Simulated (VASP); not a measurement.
The system is MoSe2.

```
Mo Se
1.0
     3.32226    0.00000    0.00000
    -1.66113    2.87716    0.00000
     0.00000    0.00000   13.54296
Mo Se
2 4
Direct
  0.66667 0.33333 0.75000
  0.33333 0.66667 0.25000
  0.33333 0.66667 0.87222
  0.66667 0.33333 0.37222
  0.33333 0.66667 0.62778
  0.66667 0.33333 0.12778
```

The cell is a database's computed one.

```yaml
Program: VASP 6.6.1
Task: relaxation of cell and atoms
Functional: PBEsol
Potentials_or_basis: VASP PAW PBE potentials, release 64 (Mo_sv, Se)
Cutoff: 600 eV
k_mesh: 9 × 9 × 2
Occupations: gaussian, width 0.02 eV
Spin: no spin polarisation
```

At the start: pressure -2.8 GPa; volume 21.58 Å³/atom.

How do energy, volume and symmetry change on relaxing?

Over 24 steps the energy falls by 8.7 meV/atom and the volume is 20.28 Å³/atom (-6.0 %); space group P6_3/mmc (No. 194, to 0.05 Å).

Step by step:
| step | energy change (eV) | largest force (eV/Å) | pressure (GPa) | volume (Å³) |
| --- | --- | --- | --- | --- |
| 1 | 0.0000 | 0.0964 | -2.84 | 129.45 |
| 2 | 0.0206 | 0.7371 | 4.57 | 122.41 |
| 3 | -0.0329 | 0.2545 | 0.20 | 126.29 |
| 4 | -0.0428 | 0.0050 | -0.12 | 125.61 |
| 5 | -0.0431 | 0.0396 | -0.08 | 125.71 |
| 6 | -0.0436 | 0.0431 | -0.04 | 125.53 |
| 7 | -0.0452 | 0.0539 | 0.08 | 124.98 |
| 8 | -0.0476 | 0.0762 | 0.33 | 123.89 |
| 9 | -0.0493 | 0.1231 | 0.92 | 121.72 |
| 10 | -0.0494 | 0.1205 | 0.90 | 121.70 |
| 11 | -0.0498 | 0.1126 | 0.86 | 121.63 |
| 12 | -0.0503 | 0.0969 | 0.78 | 121.50 |
| 13 | -0.0512 | 0.0656 | 0.62 | 121.24 |
| 14 | -0.0517 | 0.0034 | 0.31 | 120.71 |
| 15 | -0.0518 | 0.0153 | 0.37 | 120.81 |
| 16 | -0.0519 | 0.0120 | 0.32 | 120.92 |
| 17 | -0.0522 | 0.0019 | 0.17 | 121.23 |
| 18 | -0.0523 | 0.0183 | -0.12 | 121.87 |
| 19 | -0.0524 | 0.0105 | 0.00 | 121.62 |
| 20 | -0.0524 | 0.0113 | -0.02 | 121.65 |
| 21 | -0.0524 | 0.0072 | -0.01 | 121.66 |
| 22 | -0.0524 | 0.0027 | 0.00 | 121.67 |
| 23 | -0.0524 | 0.0065 | 0.03 | 121.70 |
| 24 | -0.0524 | 0.0024 | 0.02 | 121.69 |

Final structure:
```
Mo Se
1.0
     3.27088    0.00000    0.00000
    -1.63544    2.83266    0.00000
     0.00000    0.00000   13.13346
Mo Se
2 4
Direct
  0.66667 0.33333 0.75000
  0.33333 0.66667 0.25000
  0.33333 0.66667 0.87688
  0.66667 0.33333 0.37688
  0.33333 0.66667 0.62312
  0.66667 0.33333 0.12312
```

Caveat: the PAW data sets were made with another functional, which shifts forces and pressure a little; this functional lacks dispersion, which binds the layers, so the pressure and a relaxed spacing across them are unreliable.
